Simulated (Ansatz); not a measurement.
**KBr: what relativity and spin–orbit coupling change**

```
CELL_PARAMETERS angstrom
0.00000 3.29250 3.29250
3.29250 0.00000 3.29250
3.29250 3.29250 0.00000
ATOMIC_POSITIONS crystal
K 0.00000 0.00000 0.00000
Br 0.50000 0.50000 0.50000
```

Atoms are numbered in the order listed.

The conventional cell has a = 6.585 Å, b = 6.585 Å, c = 6.585 Å, α = 90.00°, β = 90.00°, γ = 90.00°. Around K (atom 1) lie 6 Br at 3.29 Å. Br (atom 2) has 6 K at 3.29 Å as nearest neighbours.

The cell is COD entry 1010046, as deposited and not checked against the literature; nothing was relaxed. It is an old determination, and later ones may differ.

One fixed cell is solved with PBE by full-potential LAPW in Ansatz 0.2.0 under different relativistic treatments. Pressure is positive in compression.

Sampling and basis: a Γ-centred 7×7×7 k mesh, Fermi–Dirac smearing of 0.01 eV, basis error target 0.25 meV/atom, no spin polarisation.

| setting | P (GPa) | gap on the k mesh (eV) |
| --- | --- | --- |
| scalar-relativistic | 0.83 | 4.45 |
| non-relativistic | ? | 4.68 |
| with spin–orbit coupling | 0.83 | ? |
| scalar-relativistic, point nuclei | 0.83 | 4.45 |

**Question.** Give the missing entry: row "with spin–orbit coupling", column "gap on the k mesh (eV)".

**Answer.** 4.29.

**Question.** Give the missing entry: row "non-relativistic", column "P (GPa)".

**Answer.** 0.94.
